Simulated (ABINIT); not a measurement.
# WC (P1) in ABINIT: single point with LDA

Aim: the single point of WC with LDA.

All numbers are computed with ABINIT 10.8.3 (patched build); they aren't measurements. Logs are shortened: lines on timing, memory, paths and dates and some standing lists are left out, and cuts for length are marked. The log counts tension as positive stress, the text compression.

## (1) The cell of the first run

The typed cell holds 2 atoms: a = 3.314 Å, b = 3.195 Å, c = 3.301 Å, α = 59.75°, β = 58.90°, γ = 59.68°.

The cell was built by a generator and needn't be a form met in nature.

## (2) Single point, LDA (cell strained at random)

Input file run.abi:

```
# Pseudopotentials
pp_dirpath "./"
pseudos "W.upf, C.upf"

# Structure
acell 3.3141774924 3.1952922028 3.3007383379 Angstrom
rprim
     0.0002920785     0.7169498331     0.6971247030
     0.7059273008     0.0152449281     0.7081202145
     0.6960048828     0.7180338934     0.0021286147
ntypat 2
znucl 74 6
natom 2
typat 1 2
xcart
     0.0000000000     0.0000000000     0.0000000000
     6.4542773756     6.7957192334     6.4913112833
chkprim 0
chksymtnons 0
tolsym 1.0e-6

# Plane-wave basis
ecut 1115.666836 eV

# k points
kptopt 1
ngkpt 8 8 8
nshiftk 1
shiftk 0.0 0.0 0.0

# Exchange and correlation
ixc 7

# Bands and occupations
nband 13
occopt 3
tsmear 0.05 eV

# SCF cycle
nstep 100
tolvrs 1.0e-10

# Output
iomode 3
prtwf 0
prtden 0
prteig 0
prtebands 0
```

Potentials or basis: PseudoDojo NC SR LDA v0.4.1 standard.

Run with:

```console
> abinit run.abi > log 2>&1
```

run.abo:

```text
.Version 10.8.3 of ABINIT
 Symmetries : space group P1 (#  1); Bravais aP (primitive triclinic)
================================================================================
 Values of the parameters that define the memory need of the present run
     intxc =       0    ionmov =       0      iscf =       7    lmnmax =       8
     lnmax =       8     mgfft =      40  mpssoang =       4    mqgrid =    3001
     natom =       2  nloc_mem =       1    nspden =       1   nspinor =       1
    nsppol =       1      nsym =       1    n1xccc =    2501    ntypat =       2
    occopt =       3   xclevel =       1
       mpw =        2084          nfft =       51840          nkpt =         260
================================================================================
================================================================================

--------------------------------------------------------------------------------
------------- Echo of variables that govern the present computation ------------
--------------------------------------------------------------------------------
 -outvars: echo values of preprocessed input variables --------
            acell      6.2628877933E+00  6.0382271555E+00  6.2374914719E+00 Bohr
              amu      1.83850000E+02  1.20110000E+01
          chkprim           0
      chksymtnons           0
             ecut      4.10000000E+01 Hartree
                       outvar_i_n : Printing only first  50 k-points.
              ixc           7
                       outvar_i_n : Printing only first  50 k-points.
         kptrlatt        8    0    0      0    8    0      0    0    8
          kptrlen      4.83058172E+01
            natom           2
            nband          13
            ngfft          40      36      36
             nkpt         260
            nstep         100
             nsym           1
           ntypat           2
                       prtocc : prtvol=0, do not print more k-points.
           occopt           3
           prtden           0
        prtebands           0
           prteig           0
            prtwf           0
            rprim      2.9207850000E-04  7.1694983310E-01  6.9712470300E-01
                       7.0592730080E-01  1.5244928100E-02  7.0812021450E-01
                       6.9600488280E-01  7.1803389340E-01  2.1286147000E-03
          spgroup           1
           tolsym      1.00000000E-06
           tolvrs      1.00000000E-10
           tsmear      1.83746611E-03 Hartree
            typat      1  2
                       outvars : Printing only first  50 k-points.
           xangst      0.0000000000E+00  0.0000000000E+00  0.0000000000E+00
                       3.4154564977E+00  3.5961397476E+00  3.4350539977E+00
            xcart      0.0000000000E+00  0.0000000000E+00  0.0000000000E+00
                       6.4542773756E+00  6.7957192334E+00  6.4913112833E+00
             xred      0.0000000000E+00  0.0000000000E+00  0.0000000000E+00
                       7.4999999948E-01  7.4999999941E-01  7.4999999957E-01
            znucl       74.00000    6.00000

================================================================================

 chkinp: Checking input parameters for consistency.

================================================================================
== DATASET  1 ==================================================================

--- !DatasetInfo
iteration_state: {dtset: 1, }
dimensions: {natom: 2, nkpt: 260, mband: 13, nsppol: 1, nspinor: 1, nspden: 1, mpw: 2084, }
cutoff_energies: {ecut:  41.0, pawecutdg:  -1.0, }
electrons: {nelect:   1.80000000E+01, charge:   0.00000000E+00, occopt:   3.00000000E+00, tsmear:   1.83746611E-03, }
meta: {optdriver: 0, ionmov: 0, optcell: 0, iscf: 7, paral_kgb: 0, }
...

 Exchange-correlation functional for the present dataset will be:
  LDA: Perdew-Wang 92 LSD fit to Ceperley-Alder data - ixc=7
  J.P.Perdew and Y.Wang, PRB 45, 13244 (1992)

 Real(R)+Recip(G) space primitive vectors, cartesian coordinates (Bohr,Bohr^-1):
 R(1)=  0.0018293  4.4901764  4.3660138  G(1)= -0.1162892  0.1123850  0.1135096
 R(2)=  4.2625494  0.0920523  4.2757907  G(2)=  0.1183885 -0.1151072  0.1183311
 R(3)=  4.3413245  4.4787303  0.0132772  G(3)=  0.1141531  0.1129712 -0.1162317
 Unit cell volume ucvol=  1.6466613E+02 bohr^3
 Angles (23,13,12)=  5.97494321E+01  5.89034695E+01  5.96829766E+01 degrees

 getcut: wavevector=  0.0000  0.0000  0.0000  ngfft=  40  36  36
         ecut(hartree)=     41.000   => boxcut(ratio)=   2.00333

--- Pseudopotential description ------------------------------------------------
- pspini: atom type   1  psp file is ./W.upf
12 -1012 3 -1 1380                            pspcod,pspxc,lmax,lloc,mmax
     nproj     2     2     2     2

- pspini: atom type   2  psp file is ./C.upf
12 -1012 1 -1 1234                            pspcod,pspxc,lmax,lloc,mmax
     nproj     2     2     0     0

   2.81287878E+02                                ecore*ucvol(ha*bohr**3)
--------------------------------------------------------------------------------

================================================================================

--- !BeginCycle
iteration_state: {dtset: 1, }
solver: {iscf: 7, nstep: 100, nline: 4, wfoptalg: 0, }
tolerances: {tolvrs: 1.00E-10, }
...

     iter   Etot(hartree)      deltaE(h)  residm     vres2
 ETOT  1  -81.702995627674    -8.170E+01 3.671E-01 1.047E+03
 ETOT  2  -81.660426879954     4.257E-02 1.635E-01 1.406E+03
 ETOT  3  -81.917444734685    -2.570E-01 1.029E-02 2.124E+00
 ETOT  4  -81.917910635638    -4.659E-04 1.582E-02 1.776E-01
 ETOT  5  -81.917931389834    -2.075E-05 4.377E-03 3.767E-02
 ETOT  6  -81.917937762749    -6.373E-06 5.999E-03 3.619E-04
 ETOT  7  -81.917937824573    -6.182E-08 1.140E-03 3.377E-05
 ETOT  8  -81.917937830031    -5.458E-09 2.466E-03 1.789E-06
 ETOT  9  -81.917937830343    -3.118E-10 3.731E-03 2.468E-09
 ETOT 10  -81.917937830343    -7.674E-13 3.521E-03 9.098E-11

 At SCF step   10       vres2   =  9.10E-11 < tolvrs=  1.00E-10 =>converged.

 Cartesian components of stress tensor (hartree/bohr^3)
  sigma(1 1)= -2.43001361E-04  sigma(3 2)=  1.49592476E-04
  sigma(2 2)= -1.25507281E-04  sigma(3 1)= -1.15876192E-04
  sigma(3 3)= -2.30668105E-04  sigma(2 1)=  1.21351693E-04

--- !ResultsGS
iteration_state: {dtset: 1, }
comment   : Summary of ground state results
lattice_vectors:
- [  0.0018293,   4.4901764,   4.3660138, ]
- [  4.2625494,   0.0920523,   4.2757907, ]
- [  4.3413245,   4.4787303,   0.0132772, ]
lattice_lengths: [   6.26289,    6.03823,    6.23749, ]
lattice_angles: [ 59.749,  58.903,  59.683, ] # degrees, (23, 13, 12)
lattice_volume:   1.6466613E+02
convergence: {deltae: -7.674E-13, res2:  9.098E-11, residm:  3.521E-03, diffor: null, }
etotal    :  -8.19179378E+01
entropy   :   0.00000000E+00
fermie    :   5.42785785E-01
cartesian_stress_tensor: # hartree/bohr^3
- [ -2.43001361E-04,   1.21351693E-04,  -1.15876192E-04, ]
- [  1.21351693E-04,  -1.25507281E-04,   1.49592476E-04, ]
- [ -1.15876192E-04,   1.49592476E-04,  -2.30668105E-04, ]
pressure_GPa:   5.8761E+00
xred      :
- [  0.0000E+00,   0.0000E+00,   0.0000E+00,  W]
- [  7.5000E-01,   7.5000E-01,   7.5000E-01,  C]
cartesian_forces: # hartree/bohr
- [ -1.08649754E-02,   7.72780744E-03,  -8.55844107E-03, ]
- [  1.08649754E-02,  -7.72780744E-03,   8.55844107E-03, ]
force_length_stats: {min:   1.58434091E-02, max:   1.58434091E-02, mean:   1.58434091E-02, }
...

 Integrated electronic density in atomic spheres:
 ------------------------------------------------
 Atom  Sphere_radius  Integrated_density
    1        2.00000         10.26656399
    2        2.00000          4.34337213
================================================================================

 ----iterations are completed or convergence reached----

 Mean square residual over all n,k,spin=   42.907E-07; max=  35.212E-04
 reduced coordinates (array xred) for    2 atoms
       0.000000000000      0.000000000000      0.000000000000
       0.749999999483      0.749999999413      0.749999999573
 rms dE/dt=  4.8041E-02; max dE/dt=  8.2195E-02; dE/dt below (all hartree)
    1       0.002686916395      0.082195177844      0.012671231219
    2      -0.002686940198     -0.082195291036     -0.012671271192

 cartesian coordinates (angstrom) at end:
    1      0.00000000000000     0.00000000000000     0.00000000000000
    2      3.41545649769726     3.59613974757082     3.43505399766949

 cartesian forces (hartree/bohr) at end:
    1     -0.01086497540940     0.00772780743957    -0.00855844106914
    2      0.01086497540940    -0.00772780743957     0.00855844106914
 frms,max,avg= 9.1471965E-03 1.0864975E-02   7.598E-09 -2.919E-09  5.725E-09 h/b

 cartesian forces (eV/Angstrom) at end:
    1     -0.55869949900943     0.39737983587115    -0.44009273444802
    2      0.55869949900943    -0.39737983587115     0.44009273444802
 frms,max,avg= 4.7036776E-01 5.5869950E-01   3.907E-07 -1.501E-07  2.944E-07 e/A
 length scales=  6.262887793284  6.038227155541  6.237491471915 bohr
              =  3.314177492400  3.195292202800  3.300738337900 angstroms
 Fermi (or HOMO) energy (hartree) =   0.54279   Average Vxc (hartree)=  -0.48634
 Eigenvalues (hartree) for nkpt= 260  k points:
 kpt#   1, nband= 13, wtk=  0.00195, kpt=  0.0000  0.0000  0.0000 (reduced coord)
  -2.20042   -0.88272   -0.88249   -0.88208    0.02842    0.31921    0.32284    0.32810
   0.53338    0.54732    0.65202    0.81826    0.83841
      occupation numbers for kpt#   1
   2.00000    2.00000    2.00000    2.00000    2.00000    2.00000    2.00000    2.00000
   1.98808    0.15613    0.00000    0.00000    0.00000
 prteigrs : prtvol=0 or 1, do not print more k-points.

--- !EnergyTerms
iteration_state     : {dtset: 1, }
comment             : Components of total free energy in Hartree
kinetic             :  2.45741488261464E+01
hartree             :  1.13689645880950E+01
xc                  : -1.86196036126816E+01
Ewald energy        : -6.10116244614833E+01
psp_core            :  1.70823158708348E+00
local_psp           : -5.24131398834065E+01
non_local_psp       :  1.24755445337472E+01
internal            : -8.19174784224993E+01
'-kT*entropy'       : -4.59407844070814E-04
total_energy        : -8.19179378303434E+01
total_energy_eV     : -2.22910064677573E+03
band_energy         : -6.42842043574044E+00
...

 Cartesian components of stress tensor (hartree/bohr^3)
  sigma(1 1)= -2.43001361E-04  sigma(3 2)=  1.49592476E-04
  sigma(2 2)= -1.25507281E-04  sigma(3 1)= -1.15876192E-04
  sigma(3 3)= -2.30668105E-04  sigma(2 1)=  1.21351693E-04

-Cartesian components of stress tensor (GPa)         [Pressure=  5.8761E+00 GPa]
- sigma(1 1)= -7.14934688E+00  sigma(3 2)=  4.40116258E+00
- sigma(2 2)= -3.69255169E+00  sigma(3 1)= -3.40919528E+00
- sigma(3 3)= -6.78648994E+00  sigma(2 1)=  3.57029007E+00

== END DATASET(S) ==============================================================
================================================================================

 -outvars: echo values of variables after computation  --------
            acell      6.2628877933E+00  6.0382271555E+00  6.2374914719E+00 Bohr
           etotal     -8.1917937830E+01
            fcart     -1.0864975409E-02  7.7278074396E-03 -8.5584410691E-03
                       1.0864975409E-02 -7.7278074396E-03  8.5584410691E-03
            rprim      2.9207850000E-04  7.1694983310E-01  6.9712470300E-01
                       7.0592730080E-01  1.5244928100E-02  7.0812021450E-01
                       6.9600488280E-01  7.1803389340E-01  2.1286147000E-03
           strten     -2.4300136141E-04 -1.2550728101E-04 -2.3066810470E-04
                       1.4959247552E-04 -1.1587619220E-04  1.2135169281E-04
           xangst      0.0000000000E+00  0.0000000000E+00  0.0000000000E+00
                       3.4154564977E+00  3.5961397476E+00  3.4350539977E+00
             xred      0.0000000000E+00  0.0000000000E+00  0.0000000000E+00
                       7.4999999948E-01  7.4999999941E-01  7.4999999957E-01
 Calculation completed.
```

It took 4.4 min on 1 thread of Arm Neoverse V1, shared host; peak memory 0.17 GiB.

Results:

```yaml
Free_energy: -2229.1006 eV
Pressure: 5.9 GPa
Largest_force: 0.815 eV/Å
Band_gap_on_the_k_mesh: none (metal or under the smearing width)
Valence_electrons_inside_the_program's_atomic_spheres: W 10.27; C 4.34
```

Forces on the atoms (eV/Å):
```
W   -0.559  0.397 -0.440
C    0.559 -0.397  0.440
```

Stress tensor (GPa, compression positive):
```
 7.15 -3.57  3.41
-3.57  3.69 -4.40
 3.41 -4.40  6.79
```
